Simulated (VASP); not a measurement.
Here is a VASP 6.6.1 calculation.

The input INCAR:

```
  ALGO = Normal
  EDIFF = 1E-7
  ENCUT = 520
  GGA = PE
  ISIF = 2
  ISMEAR = 0
  LASPH = True
  LCHARG = False
  LREAL = False
  LWAVE = False
  NBANDS = 16
  NELM = 100
  PREC = Accurate
  SIGMA = 0.05
```

KPOINTS

```
k-points
0
Gamma
  10 10 10
```

POSCAR

```
InAs
1.0
    0.0000000000      3.0931234142      3.0931234142
    3.0931234142      0.0000000000      3.0931234142
    3.0931234142      3.0931234142      0.0000000000
In As
1 1
Direct
    0.0000000000      0.0000000000      0.0000000000
    0.7500000000      0.7500000000      0.7500000000
```

Potentials or basis: VASP PAW PBE potentials, release 64 (In_d, As).

Run with:

```console
$ cat potpaw_PBE.64/In_d/POTCAR potpaw_PBE.64/As/POTCAR > POTCAR
$ mpirun -np 1 vasp_std > vasp.out
```

(1) Predict the pressure.

(2) Predict the band gap on the k mesh.

## Answers

(1) 0.1 GPa.

(2) zero (filled and empty bands touch).

Caveat: spin-orbit coupling is left out, which moves the levels of the heavy elements.

**What was measured.**

From a printed reference work, data compilation, for a bulk crystal of InAs at 4.2 K: band gap 0.418 eV (direct).

A measured gap of InAs is 0.418 eV (direct; 4.2 K; a printed reference work, data compilation); the calculated 0.00 eV misses it by -0.42 eV. Spin-orbit coupling on As, In is left out. The value is that of PBE on a finite k mesh, which can miss the band edges, without temperature or zero-point motion. Semilocal functionals fall short of measured gaps as a rule.
